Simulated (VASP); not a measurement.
Here is a VASP 6.6.1 calculation.

File INCAR:

```
  PREC = Accurate
  ENCUT = 600
  EDIFF = 1E-7
  ISMEAR = 1
  SIGMA = 0.1
  LREAL = False
  LASPH = True
  NELM = 80
  ALGO = Normal
  ISIF = 4
  LWAVE = False
  LCHARG = False
  GGA = PE
  IVDW = 12
  IBRION = 2
  NSW = 40
  EDIFFG = -0.01
```

Contents of KPOINTS:

```
Automatic mesh
0
Gamma
  15 15 7
```

The input POSCAR:

```
Hf                                      
1.0
    3.1242267461      0.0000000000      0.0000000000
   -1.5621133730      2.7056597292      0.0000000000
    0.0000000000      0.0000000000      4.9402182720
  Hf            
     2
Direct
     0.3333333332999970    0.6666666667000030    0.2500000000000000
     0.6666666667000030    0.3333333332999970    0.7500000000000000
```

Potentials or basis: VASP PAW PBE potentials, release 64 (Hf_pv).

Run with:

```sh
$ cat potpaw_PBE.64/Hf_pv/POTCAR > POTCAR
$ mpirun -np 1 vasp_std > vasp.out
```

Predict the energy gained by relaxing.

0.0 meV/atom.

Estimate the dispersion energy per atom.

-0.484 eV.

Estimate the band gap on the k mesh.

none (metal or under the smearing width).

Final structure:
```
Hf
1.0
     3.12219    0.00000    0.00000
    -1.56110    2.70390    0.00000
     0.00000    0.00000    4.94665
Hf
2
Direct
  0.33333 0.66667 0.25000
  0.66667 0.33333 0.75000
```

 The run has no spin-orbit coupling, so splittings on Hf are missing.
